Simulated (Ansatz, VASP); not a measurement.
# Two plane-wave programs on CdTe

File INCAR:

```
PREC     = Accurate       # precision mode
ENCUT    = 600            # plane-wave cutoff, eV
EDIFF    = 1E-7           # SCF threshold, eV
ISMEAR   = 0              # smearing method
SIGMA    = 0.02           # smearing width, eV
LREAL    = False          # projectors in reciprocal space
LASPH    = True           # aspherical terms in the spheres
NELM     = 80             # most SCF steps
ALGO     = Normal         # electronic algorithm
ISIF     = 3              # what is computed and relaxed
LWAVE    = False          # write WAVECAR
LCHARG   = False          # write CHGCAR
GGA      = PS             # functional
IBRION   = 2              # ionic algorithm
NSW      = 100            # ionic steps
EDIFFG   = -0.005         # ionic threshold
```

Contents of KPOINTS:

```
Automatic mesh
0
Gamma
  8 8 8
```

POSCAR

```
CdTe
1.0
    0.0000000000      3.2821135562      3.2821135562
    3.2821135562      0.0000000000      3.2821135562
    3.2821135562      3.2821135562      0.0000000000
Cd Te
1 1
Direct
    0.0000000000      0.0000000000      0.0000000000
    0.2500000000      0.2500000000      0.2500000000
```

Input for Ansatz:

```yaml
crystal:
  lattice:
    - [0.0, 3.2821135562, 3.2821135562]
    - [3.2821135562, 0.0, 3.2821135562]
    - [3.2821135562, 3.2821135562, 0.0]
  atoms:
    - { symbol: Cd, position: [0.0, 0.0, 0.0] }
    - { symbol: Te, position: [0.25, 0.25, 0.25] }
basis:
  ecutwfc: 420
kpoints:
  mp_grid: { grid: [8, 8, 8] }
hamiltonian:
  xc: pbesol
scf:
  occupations: { method: gaussian, width: 0.02 }
output:
  forces: true
  stress: true
  eigenvalues: true
  write_density: true
  write_potential: true
  elf: true
  volumetric_format: npy
relax:
  adjacent_minimum: "off"
  f_tol: 0.005
  max_steps: 80
  cell: { stress_tol: 0.05 }
```

The cell is a database's computed one.

Alike in both runs: task relaxation of cell and atoms; functional PBEsol; k mesh 8 × 8 × 8; occupations gaussian, width 0.02 eV; no spin polarisation.

|  | VASP | Ansatz |
| --- | --- | --- |
| version | VASP 6.6.1 | Ansatz 0.2.0 |
| potentials or method | VASP PAW PBE potentials, release 64 (Cd, Te) | scalar-relativistic, plane waves, PAW |
| plane-wave cutoff (eV) | 600 | 420 |
| valence electrons in the cell | 18 | 36 |

|  | VASP | Ansatz | Ansatz less VASP |
| --- | --- | --- | --- |
| gap on the k mesh at the Fermi level, each at its own relaxed structure (eV) | 0.64 | 0.65 | +0.004 |
| relaxed volume (Å³/atom) | 34.26 | 34.19 | -0.068 |
| relaxed cell length with the largest relative difference (Å) | 4.593 | 4.590 | -0.0030 |
| energy change over the relaxation (meV/atom) | -4 | -5 | -0.8 |

The two sets of potentials don't hold the same shells in valence.

Caveats: the PAW data sets were made with another functional, which shifts forces and pressure a little (VASP); spin-orbit coupling is left out, which moves the levels of the heavy elements.
